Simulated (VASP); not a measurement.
# Si: NMR shieldings and orbital susceptibility, by functional

Si, Fd-3m (no. 227), 2 atoms in the cell.

| Functional | Shielding of the first element (ppm) | Orbital susceptibility (1e-6 cm³ per mole of cells) | Time (s) |
|---|---|---|---|
| RPBE | 408.8 | -201.7 | 64 |
| revPBE | 406.3 | -205.3 | 62 |

Limits: The pGv and vGv forms of the susceptibility differ by more than 5 %, and the shieldings take over part of that uncertainty through the G = 0 term.

## Input of the first row

INCAR:
```
GGA = RP ; PREC = Accurate
ENCUT = 400 ; EDIFF = 1E-8
LREAL = F ; LASPH = T
ALGO = Normal ; NELM = 120
LWAVE = F ; LCHARG = F
LCHIMAG = T ; LNMR_SYM_RED = T
NLSPLINE = T ; ISMEAR = 0
SIGMA = 0.01 ; KPAR = 2
```

KPOINTS:
```
k-points
0
Gamma
  7 7 7
```

POSCAR:
```
Si
1.0
    0.0000000000      2.7218511865      2.7218511865
    2.7218511865      0.0000000000      2.7218511865
    2.7218511865      2.7218511865      0.0000000000
Si
2
Direct
    0.5000000000      0.5000000000      0.5000000000
    0.7500000000      0.7500000000      0.7500000000
```

Commands:
```
cat potpaw_PBE.64/Si/POTCAR > POTCAR
mpirun -np 2 vasp_std > vasp.out
```

Changes of the last row against the first:
```
- GGA = RP
+ GGA = RE
```

VASP 6.6.1 took 64 s on 2 cores (AMD EPYC 7R13 (Zen 3)), a shared host.
